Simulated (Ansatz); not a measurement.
# BaF2 (Frankdicksonite): the cost of one run

Computed with Ansatz 0.2.0 (DFT PBE, spin-orbit coupling, plane waves, PAW).

### Step 1. The structure to begin with

The structure is cubic, space group Fm-3m (No. 225). The conventional cell has a = 6.246 Å, b = 6.246 Å, c = 6.246 Å, α = 90.00°, β = 90.00°, γ = 90.00°. Around Ba (site symmetry m-3m) lie 8 F at 2.70 Å. Around F (site symmetry -43m) lie 4 Ba at 2.70 Å.

Coordinates:

```cif
data_structure
_symmetry_space_group_name_H-M 'Fm-3m'
_symmetry_Int_Tables_number 225
_cell_length_a 6.2460
_cell_length_b 6.2460
_cell_length_c 6.2460
_cell_angle_alpha 90.000
_cell_angle_beta 90.000
_cell_angle_gamma 90.000
_cell_volume 243.67
loop_
_atom_site_label
_atom_site_type_symbol
_atom_site_symmetry_multiplicity
_atom_site_Wyckoff_symbol
_atom_site_fract_x
_atom_site_fract_y
_atom_site_fract_z
_atom_site_occupancy
Ba1 Ba 4 a 0.00000 0.00000 0.00000 1
F1 F 8 c 0.25000 0.75000 0.75000 1
```

This cell was relaxed beforehand with the same method: volume 20.31 Å³/atom, gap on the mesh 6.75 eV.

### Step 2. Level of theory: PBE with spin-orbit coupling

Input file input.yaml:

```yaml
crystal:
  lattice:
    - [0.0, 3.1230009539, 3.1230009539]
    - [3.1230009539, 0.0, 3.1230009539]
    - [3.1230009539, 3.1230009539, 0.0]
  atoms:
    - { symbol: Ba, position: [0.0, 0.0, 0.0] }
    - { symbol: F, position: [0.25, 0.25, 0.25] }
    - { symbol: F, position: [0.75, 0.75, 0.75] }
basis:
  ecutwfc: 420
kpoints:
  mp_grid: { grid: [6, 6, 6] }
  band_path:
    path:
      - [[0.0, 0.0, 0.0], [0.5, 0.0, 0.5], [0.625, 0.25, 0.625]]
      - [[0.375, 0.375, 0.75], [0.0, 0.0, 0.0], [0.5, 0.5, 0.5], [0.5, 0.25, 0.75], [0.5, 0.0, 0.5]]
    npoints: 10
hamiltonian:
  xc: pbe
scf:
  occupations: { method: gaussian, width: 0.02 }
output:
  forces: true
  stress: true
  eigenvalues: true
  populations: true
  dos: { projected: true, de: 0.02 }
  bader: false
  write_density: true
  write_potential: true
  elf: true
  volumetric_format: npy
magnetization:
  noncollinear: true
  spin_orbit: true
```

Started as:

```
$ ansatz run input.yaml --threads 2 --pin off --max-ram 5120MiB --backend cpu --events-out ev --progress --plain --runs-dir out
```

**Question.** How long does this run take on 2 threads of an x86-64 CPU, shared host, and how much memory does it need?

About 7.8 s, with a peak of 0.55 GiB.
